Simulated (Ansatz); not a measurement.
# As: the cost of one run

Program: Ansatz 0.2.0. Level of theory: DFT PBEsol, scalar-relativistic, plane waves, PAW. These are calculated values, not measurements.

**1. The structure to begin with**

It takes space group Pm-3m (No. 221, cubic). The conventional cell has a = 2.704 Å, b = 2.704 Å, c = 2.704 Å, α = 90.00°, β = 90.00°, γ = 90.00°. As (site symmetry m-3m) has 6 As at 2.70 Å as nearest neighbours.

Structure file:

```cif
data_structure
_symmetry_space_group_name_H-M 'P 1'
_symmetry_Int_Tables_number 1
_cell_length_a 2.7037
_cell_length_b 2.7037
_cell_length_c 2.7037
_cell_angle_alpha 90.000
_cell_angle_beta 90.000
_cell_angle_gamma 90.000
_cell_volume 19.76
loop_
_atom_site_label
_atom_site_type_symbol
_atom_site_fract_x
_atom_site_fract_y
_atom_site_fract_z
_atom_site_occupancy
As1 As 0.50000 0.50000 0.50000 1
```

The structure comes from the Materials Project (structure only).

**2. A change within the space group**

The change: strain xx, yy, zz, yz, xz, xy = +2.4, +2.4, +2.4, +0.0, +0.0, +0.0 %.

Input file input.yaml:

```yaml
crystal:
  lattice:
    - [2.7685160326, 0.0, 0.0]
    - [0.0, 2.7685160326, 0.0]
    - [0.0, 0.0, 2.7685160326]
  atoms:
    - { symbol: As, position: [0.5, 0.5, 0.5] }
basis:
  ecutwfc: 420
kpoints:
  mp_grid: { grid: [16, 16, 16] }
hamiltonian:
  xc: pbesol
scf:
  occupations: { method: gaussian, width: 0.1 }
output:
  forces: true
  stress: true
  eigenvalues: true
```

What time and memory should one allow on 1 thread of an x86-64 CPU, shared host?

About 1.7 s, with a peak of 0.45 GiB.
